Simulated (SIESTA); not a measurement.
Ag:

```
CELL_PARAMETERS angstrom
0.00000 2.04275 2.04275
2.04275 0.00000 2.04275
2.04275 2.04275 0.00000
ATOMIC_POSITIONS crystal
Ag 0.00000 0.00000 0.00000
```

```yaml
Program: SIESTA 5.4.2
Task: relaxation of cell and atoms
Functional: LDA
Potentials_or_basis: PseudoDojo 0.4 standard (LDA files)
Basis: DZP (energy shift 0.002 Ry)
Grid_cutoff: 800 Ry
Energy_shift: 0.002 Ry
k_mesh: 11 × 11 × 11
Occupations: fermi-dirac, width 0.05 eV
Spin: no spin polarisation
```

At the start: pressure -6.8 GPa; volume 17.05 Å³/atom.

**Question.** Where does the relaxation end?

**Answer.** Over 4 steps the energy falls by 21.8 meV/atom and the volume is 16.11 Å³/atom (-5.5 %); space group Fm-3m (No. 225, to 0.05 Å).

The path:
| step | energy change (eV) | largest force (eV/Å) | pressure (GPa) | volume (Å³) |
| --- | --- | --- | --- | --- |
| 1 | 0.0000 | 0.0000 | -6.79 | 17.05 |
| 2 | -0.0170 | 0.0000 | -3.27 | 16.53 |
| 3 | -0.0218 | 0.0000 | 0.24 | 16.08 |
| 4 | -0.0218 | 0.0000 | 0.00 | 16.11 |

Final structure:
```cif
data_structure
_symmetry_space_group_name_H-M 'P 1'
_symmetry_Int_Tables_number 1
_cell_length_a 2.8351
_cell_length_b 2.8351
_cell_length_c 2.8351
_cell_angle_alpha 60.000
_cell_angle_beta 60.000
_cell_angle_gamma 60.000
_cell_volume 16.11
loop_
_atom_site_label
_atom_site_type_symbol
_atom_site_fract_x
_atom_site_fract_y
_atom_site_fract_z
_atom_site_occupancy
Ag1 Ag 0.00000 0.00000 0.00000 1
```

Caveat: semicore shells carry a single zeta, which can move pressures by several GPa and volumes by a few percent; the basis of atomic orbitals isn't converged, which shifts pressures, moduli and gaps.
